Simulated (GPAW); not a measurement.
# Local fields, kernels and plasmons in SnO2 (1T monolayer)

Aim: ε(ω) and the loss function of SnO2 (1T monolayer), with and without local fields, at several momentum transfers.

Calculated with GPAW 26.7.0; LDA and many-body steps on it, plane waves.

Report form: inputs, costs, results and the conclusion, without the logs.

## (1) The starting structure

The cell holds 3 atoms: 1 Sn and 2 O. Cell: a = 3.154 Å, b = 3.154 Å, c = 13.400 Å, α = 90.0°, β = 90.0°, γ = 120.0°. Vacuum lies along c.

As a file:

```xyz
3
Lattice="3.1538 0.0000 0.0000 -1.5769 2.7313 0.0000 0.0000 0.0000 13.4000" Properties=species:S:1:pos:R:3
Sn    0.0000    0.0000    6.7000
O     0.0000    1.8208    7.6885
O     1.5769    0.9104    5.7115
```

The structure was relaxed with LDA. The runs that relaxed it are not among those shown.

## (2) Empty states on the mesh, 18×18×1 mesh, 153 bands

This step: GPAW 26.7.0; DFT, LDA, plane waves, PAW.

The sums over transitions need many empty states on a uniform mesh; this step solves for them.

The input, run.py:

```python
import json
import numpy as np
from gpaw.mpi import world
from gpaw import GPAW

calc = GPAW('gs.gpw').fixed_density(kpts={'size': (18, 18, 1), 'gamma': True},
    nbands=178,
    convergence={'bands': 153},
    txt='nscf.txt')
calc.write('full.gpw', mode='all')
res = {}
kpts = calc.get_ibz_k_points()
res['kpts'] = kpts
res['eigenvalues'] = [calc.get_eigenvalues(kpt=k) for k in range(len(kpts))]
res['n_electrons'] = calc.get_number_of_electrons()

if world.rank == 0:
    with open('result.json', 'w') as f:
        json.dump(res, f, default=lambda x: x.tolist())
```

Launch:

```
mpirun -n 4 gpaw python run.py
```

Elapsed: 3.8 min, on 4 MPI ranks of Arm Neoverse V1, shared host; peak memory 1.3 GiB; 15 min of CPU time.

Read from the output:

```
gap                                                           : 2.998 eV
k of the valence top                                          : 0.5, 0.2778, 0
k of the conduction bottom                                    : 0, 0, 0
least direct gap                                              : 3.667 eV
k points computed                                             : 37
lowest point of the top converged band, above the valence top : 65.5799 eV
```

On this mesh the gap is 2.998 eV.

## (3) RPA response

The response function is computed on a frequency grid, with local fields up to the given cutoff.

This step: linear response, RPA, on LDA, plane waves, PAW.

The input, run.py:

```python
import json
import numpy as np
from gpaw.mpi import world
from gpaw.response.df import DielectricFunction

df = DielectricFunction('full.gpw',
    ecut=50,
    nbands=153,
    eta=0.2,
    frequencies={'type': 'nonlinear', 'domega0': 0.05, 'omega2': 10.0},
    intraband=False,
    truncation='2D',
    txt='df.txt')
res = {'optical': {}, 'eels': []}
for d in 'x':
    y0, y = df.get_polarizability(direction=d, xc='RPA', filename=None)
    res['optical'][d] = [y0.real, y0.imag, y.real, y.imag]
res['w'] = df.get_frequencies()
for q_c in [[0.0555555556, 0, 0], [0.2222222222, 0, 0], [0.5, 0, 0], [0.7777777778, 0, 0], [1.2222222222, 0, 0]]:
    res['eels'].append(df.get_eels_spectrum(q_c=q_c, xc='RPA', filename=None))

if world.rank == 0:
    with open('result.json', 'w') as f:
        json.dump(res, f, default=lambda x: x.tolist())
```

Launch:

```
mpirun -n 4 gpaw python run.py
```

It took 3.2 min on 4 MPI ranks; peak memory 1.9 GiB; 13 min of CPU time.

Numbers from this step:

```
static polarisability of the sheet (Å) : 1.182
the same without local fields          : 1.249
```

The static value is 1.18.

RPA, broadening 0.2 eV. Im polarisability of the sheet against photon energy; read off at these points:

| photon energy (eV) | xx, no local fields (Å) | xx, local fields (Å) |
| --- | --- | --- |
| 0.0 | 0 | 0 |
| 1.0 | 0.00928 | 0.00897 |
| 2.0 | 0.0228 | 0.0221 |
| 3.0 | 0.0558 | 0.0547 |
| 4.0 | 0.366 | 0.365 |
| 5.0 | 0.953 | 0.953 |
| 6.0 | 0.984 | 0.973 |
| 7.0 | 1.36 | 1.29 |
| 8.0 | 3.01 | 2.80 |
| 9.0 | 2.10 | 1.87 |
| 10.0 | 1.20 | 1.05 |
| 11.0 | 0.691 | 0.672 |
| 12.0 | 0.899 | 0.764 |
| 13.0 | 1.11 | 0.990 |
| 13.6 | 1.32 | 1.19 |
| 14.0 | 1.02 | 0.973 |
| 15.0 | 0.861 | 0.789 |
| 16.0 | 0.554 | 0.572 |
| 17.0 | 0.365 | 0.363 |
| 18.0 | 0.359 | 0.336 |
| 19.0 | 0.420 | 0.416 |
| 20.0 | 0.277 | 0.295 |
| 21.0 | 0.195 | 0.202 |
| 22.0 | 0.191 | 0.196 |
| 23.0 | 0.181 | 0.172 |
| 24.0 | 0.165 | 0.165 |
| 25.0 | 0.163 | 0.162 |
| 26.0 | 0.160 | 0.152 |
| 27.0 | 0.160 | 0.152 |
| 28.0 | 0.149 | 0.143 |
| 29.0 | 0.158 | 0.136 |
| 30.0 | 0.147 | 0.126 |
| 31.0 | 0.166 | 0.142 |
| 32.0 | 0.164 | 0.142 |
| 33.0 | 0.140 | 0.138 |
| 34.0 | 0.103 | 0.104 |
| 35.0 | 0.0872 | 0.0903 |
| 36.0 | 0.0823 | 0.0891 |
| 37.0 | 0.0772 | 0.0813 |
| 38.0 | 0.0801 | 0.0827 |
| 39.0 | 0.0720 | 0.0792 |

## (4) RPA response, local-field cutoff (18×18×1 mesh, 153 bands, screening to 100 eV, broadening 0.2 eV)

run.py, as its differences from that of step 3:

```diff
@@ -6,3 +6,3 @@
 df = DielectricFunction('full.gpw',
-    ecut=50,
+    ecut=100,
     nbands=153,
@@ -18,3 +18,3 @@
 res['w'] = df.get_frequencies()
-for q_c in [[0.0555555556, 0, 0], [0.2222222222, 0, 0], [0.5, 0, 0], [0.7777777778, 0, 0], [1.2222222222, 0, 0]]:
+for q_c in [[0.5, 0, 0]]:
     res['eels'].append(df.get_eels_spectrum(q_c=q_c, xc='RPA', filename=None))
```

Launch:

```
mpirun -n 4 gpaw python run.py
```

The job ended after 62 s (4 MPI ranks; peak memory 5.2 GiB).

Numbers from this step:

| Quantity | Value |
| --- | --- |
| static polarisability of the sheet (Å) | 1.162 |
| the same without local fields | 1.249 |

The static value is 1.16.

RPA, broadening 0.2 eV. Im polarisability of the sheet against photon energy; read off at these points:

| photon energy (eV) | xx, no local fields (Å) | xx, local fields (Å) |
| --- | --- | --- |
| 0.0 | 0 | 0 |
| 1.0 | 0.00928 | 0.00853 |
| 2.0 | 0.0228 | 0.0209 |
| 3.0 | 0.0558 | 0.0512 |
| 4.0 | 0.366 | 0.332 |
| 5.0 | 0.953 | 0.874 |
| 6.0 | 0.984 | 0.911 |
| 7.0 | 1.36 | 1.22 |
| 8.0 | 3.01 | 2.71 |
| 9.0 | 2.10 | 1.95 |
| 10.0 | 1.20 | 1.13 |
| 11.0 | 0.691 | 0.731 |
| 12.0 | 0.899 | 0.789 |
| 13.0 | 1.11 | 1.00 |
| 13.6 | 1.32 | 1.17 |
| 14.0 | 1.02 | 0.966 |
| 15.0 | 0.861 | 0.772 |
| 16.0 | 0.554 | 0.562 |
| 17.0 | 0.365 | 0.356 |
| 18.0 | 0.359 | 0.328 |
| 19.0 | 0.420 | 0.413 |
| 20.0 | 0.277 | 0.294 |
| 21.0 | 0.195 | 0.202 |
| 22.0 | 0.191 | 0.194 |
| 23.0 | 0.181 | 0.173 |
| 24.0 | 0.165 | 0.165 |
| 25.0 | 0.163 | 0.162 |
| 26.0 | 0.160 | 0.151 |
| 27.0 | 0.160 | 0.152 |
| 28.0 | 0.149 | 0.147 |
| 29.0 | 0.158 | 0.137 |
| 30.0 | 0.147 | 0.125 |
| 31.0 | 0.166 | 0.139 |
| 32.0 | 0.164 | 0.142 |
| 33.0 | 0.140 | 0.141 |
| 34.0 | 0.103 | 0.102 |
| 35.0 | 0.0872 | 0.0887 |
| 36.0 | 0.0823 | 0.0874 |
| 37.0 | 0.0772 | 0.0793 |
| 38.0 | 0.0801 | 0.0805 |
| 39.0 | 0.0720 | 0.0772 |

## (5) RPA response, fewer bands (18×18×1 mesh, 15 bands, screening to 50 eV, broadening 0.2 eV)

run.py, as its differences from that of step 4:

```diff
@@ -6,4 +6,4 @@
 df = DielectricFunction('full.gpw',
-    ecut=100,
-    nbands=153,
+    ecut=50,
+    nbands=15,
     eta=0.2,
@@ -18,3 +18,3 @@
 res['w'] = df.get_frequencies()
-for q_c in [[0.5, 0, 0]]:
+for q_c in []:
     res['eels'].append(df.get_eels_spectrum(q_c=q_c, xc='RPA', filename=None))
```

Launch:

```
mpirun -n 4 gpaw python run.py
```

Elapsed: 4.9 s, on 4 MPI ranks; peak memory 1.3 GiB.

Read from the output:

| Property | Result |
| --- | --- |
| static polarisability of the sheet (Å) | 0.8715 |
| the same without local fields | 0.8847 |

## (6) RPA response, scissors (18×18×1 mesh, 153 bands, screening to 50 eV, broadening 0.2 eV)

run.py, as its differences from that of step 5:

```diff
@@ -7,3 +7,3 @@
     ecut=50,
-    nbands=15,
+    nbands=153,
     eta=0.2,
@@ -12,2 +12,3 @@
     truncation='2D',
+    eshift=0.5,
     txt='df.txt')
```

Launch:

```
mpirun -n 4 gpaw python run.py
```

Wall time 24 s (4 MPI ranks); peak memory 1.6 GiB; 94 s of CPU time.

Numbers from this step:

- static polarisability of the sheet (Å): 1.115
- the same without local fields: 1.178

The static value is 1.12.

## (7) RPA response, q off the mesh (18×18×1 mesh, 153 bands, screening to 30 eV, broadening 0.2 eV)

run.py, as its differences from that of step 6:

```diff
@@ -6,3 +6,3 @@
 df = DielectricFunction('full.gpw',
-    ecut=50,
+    ecut=30,
     nbands=153,
@@ -12,3 +12,2 @@
     truncation='2D',
-    eshift=0.5,
     txt='df.txt')
@@ -19,3 +18,3 @@
 res['w'] = df.get_frequencies()
-for q_c in []:
+for q_c in [[0.137, 0, 0]]:
     res['eels'].append(df.get_eels_spectrum(q_c=q_c, xc='RPA', filename=None))
```

Launch:

```
mpirun -n 4 gpaw python run.py
```

It took 33 s on 4 MPI ranks; peak memory 1.5 GiB.

The run stopped with an error after 33 s.

The program's words: ValueError: Requested k-point is not on the grid. Please check that your q-points of interest are commensurate with the k-point grid.

The fault put into this input: q off the mesh.

## (8) The runs together

Times are wall times on 4 MPI ranks of Arm Neoverse V1, shared host, good to a factor of about two.

| run | static polarisability (Å) | without local fields | loss peak (eV) | time |
| --- | --- | --- | --- | --- |
| RPA response | 1.18 | 1.25 | - | 3.2 min |
| RPA response, local-field cutoff (18×18×1 mesh, 153 bands, screening to 100 eV, broadening 0.2 eV) | 1.16 | 1.25 | - | 62 s |
| RPA response, fewer bands (18×18×1 mesh, 15 bands, screening to 50 eV, broadening 0.2 eV) | 0.87 | 0.88 | - | 4.9 s |
| RPA response, scissors (18×18×1 mesh, 153 bands, screening to 50 eV, broadening 0.2 eV) | 1.12 | 1.18 | - | 24 s |

## (9) What came out

- RPA response: static polarisability (Å) 1.18
- RPA response, local-field cutoff (18×18×1 mesh, 153 bands, screening to 100 eV, broadening 0.2 eV): static polarisability (Å) 1.16
- RPA response, fewer bands (18×18×1 mesh, 15 bands, screening to 50 eV, broadening 0.2 eV): static polarisability (Å) 0.87
- RPA response, scissors (18×18×1 mesh, 153 bands, screening to 50 eV, broadening 0.2 eV): static polarisability (Å) 1.12

What this shows: In the optical limit the electronic static polarisability (Å) is 1.18, against 1.25 without local fields. RPA response, local-field cutoff (18×18×1 mesh, 153 bands, screening to 100 eV, broadening 0.2 eV): static polarisability (Å) = 1.16. RPA response, fewer bands (18×18×1 mesh, 15 bands, screening to 50 eV, broadening 0.2 eV): static polarisability (Å) = 0.87. RPA response, scissors (18×18×1 mesh, 153 bands, screening to 50 eV, broadening 0.2 eV): static polarisability (Å) = 1.12. ε(0) converges slowly with a Γ-centred mesh, and this one is not shown settled. Unless a shift is named, the levels are those of the density functional, and only a kernel with a long-range part can bind an exciton.

[Long decimals in the printed logs are rounded to 6 places.]

[Logs are printed without paths, hosts, clocks, repeated set-up lines and the standing remarks that a program may print on its own settings, such as how far it seeks lower states.]

[Paths, hosts, dates, memory and timing lines, banners, echoed tables and standing remarks are left out of the program output; an Ansatz launch command may be rebuilt from the run's recorded settings. Measured values are a selection of at most five: reports struck by readers or far from the other reports are left out. None is set beside runs whose start may be inverted or whose files or cutoffs have a known fault.]

[Runs of the session that timed out or met a known fault of the program may be left out.]

[Hosts, paths, dates, database ids (printed as entryN), source tags and the programs' standing remarks are cut or masked in the printed files.]

[Where the starting crystal was built by hand or by swapping elements, it need not be the compound's stable phase.]
